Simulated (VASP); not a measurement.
**SiC (Moissanite 3C) under changes of volume**

One of the cells (10.553 Å³/atom); the others are scaled copies at fixed shape and fractional positions:

```
CELL_PARAMETERS angstrom
0.00000 2.19343 2.19343
2.19343 0.00000 2.19343
2.19343 2.19343 0.00000
ATOMIC_POSITIONS crystal
Si 0.00000 0.00000 0.00000
C 0.75000 0.75000 0.75000
```

```yaml
Program: VASP 6.6.1
Functional: PBE
Potentials_or_basis: VASP PAW PBE potentials, release 64 (Si, C)
Cutoff: 520 eV
k_mesh: 10 × 10 × 10
Occupations: fermi-dirac, width 0.05 eV
Spin: no spin polarisation
```

```csv
volume (Å³/atom),energy over the lowest point (meV/atom),pressure (GPa),gap on the mesh (eV)
9.725,?,?,?
9.932,22.22,13.1,1.32
10.139,8.60,7.9,1.34
10.553,0.00,-1.1,1.38
10.760,3.89,-5.0,1.39
10.967,12.55,-8.5,1.41
```

Problem. What does the run at 9.725 Å³/atom give?

Solution. Energy over the lowest point 42.89 meV/atom; pressure 18.9 GPa; gap on the mesh 1.30 eV.

Worked out: A Birch-Murnaghan fit of order 3 (a polynomial in V^(-2/3)) to the other rows has its minimum at 10.50 Å³/atom with B0 = V·E''(V) = 212 GPa and B' = 4.0. It gives 42.93 meV/atom at 9.725 Å³/atom, against the run's 42.89, and -dE/dV = 19.0 GPa, against 18.9. A straight line through the other rows of the gap, of slope 0.897 eV per unit of ln V, extrapolates to 1.30 eV, against the run's 1.30.

Energies are extrapolated to zero smearing.

A mesh can miss the band edges.
